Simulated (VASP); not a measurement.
Runs of VASP 6.6.1 on LiCl. All rows change the cell; the cell of one of them follows. The structure is cubic, space group F-43m (No. 216). The conventional cell has a = 5.686 Å, b = 5.686 Å, c = 5.686 Å, α = 90.00°, β = 90.00°, γ = 90.00°. Li (site symmetry -43m) is surrounded by 4 Cl at 2.46 Å. Cl (site symmetry -43m) has 4 Li at 2.46 Å as nearest neighbours. The cell was built by a generator and needn't be a form met in nature.

```csv
level,cell,k mesh,smearing,exchange at q = 0,grid for exact exchange (PRECFOCK),screening parameter,gap on the mesh (eV)
HSE06,hydrostatic strain +4.0%,6 × 6 × 6,gaussian 0.01 eV,truncated,Normal,0.2079 1/A,6.97
PBE,hydrostatic strain +4.0%,8 × 8 × 8,fermi-dirac 0.02 eV,-,-,-,5.66
HSE06,epitaxial_xy strain +5.8%,6 × 6 × 6,gaussian 0.01 eV,truncated,Normal,0.2079 1/A,(a)
PBE,epitaxial_xy strain +5.8%,8 × 8 × 8,fermi-dirac 0.02 eV,-,-,-,5.83
```

Alike in all rows: task single point; potentials or basis VASP PAW PBE potentials, release 64 (Li_sv, Cl); no spin polarisation; cutoff (eV) 520.

Problem. Estimate the missing entries.

Solution. (a) 7.16.

A k mesh can miss the band edges.
